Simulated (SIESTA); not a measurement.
Al2Au in SIESTA: the effect of target pressure

The system is Al2Au.

```
CELL_PARAMETERS angstrom
0.00000 3.00000 3.00000
3.00000 0.00000 3.00000
3.00000 3.00000 0.00000
ATOMIC_POSITIONS crystal
Au 0.00000 0.00000 0.00000
Al 0.75000 0.75000 0.75000
Al 0.25000 0.25000 0.25000
```

Alike in all runs:

| Item | Value |
| --- | --- |
| Program | SIESTA 5.4.2 |
| Task | relaxation of cell and atoms |
| Functional | PBE |
| Potentials or basis | PseudoDojo 0.4 standard (PBE files) |
| Basis | DZP (energy shift 0.003 Ry; two zetas on semicore shells) |
| Grid cutoff | 800 Ry |
| Energy shift | 0.003 Ry |
| k mesh | 6 × 6 × 6 |
| Occupations | fermi-dirac, width 0.05 eV |
| Spin | no spin polarisation |

Each run relaxes the cell or the atoms first.

```csv
target pressure,target pressure,relaxed volume (Å³/atom)
0 GPa,-,18.59
2 GPa,2 GPa,18.27
5 GPa,5 GPa,?
10 GPa,10 GPa,17.19
20 GPa,20 GPa,16.22
30 GPa,30 GPa,15.49
```

Problem. What does the run with target pressure 5 GPa give?

Solution. Relaxed volume 17.82 Å³/atom.

Worked out: In Murnaghan's law V^(-B') rises as a straight line in P. The other rows fit best with B' = 4.4, V0 = 18.59 Å³/atom and B0 = 107 GPa, which gives 17.82 Å³/atom at 5 GPa, against the run's 17.82.

Caveats: short orbitals over semicore shells can move pressures by several GPa; the basis of atomic orbitals isn't converged, which shifts pressures, moduli and gaps.
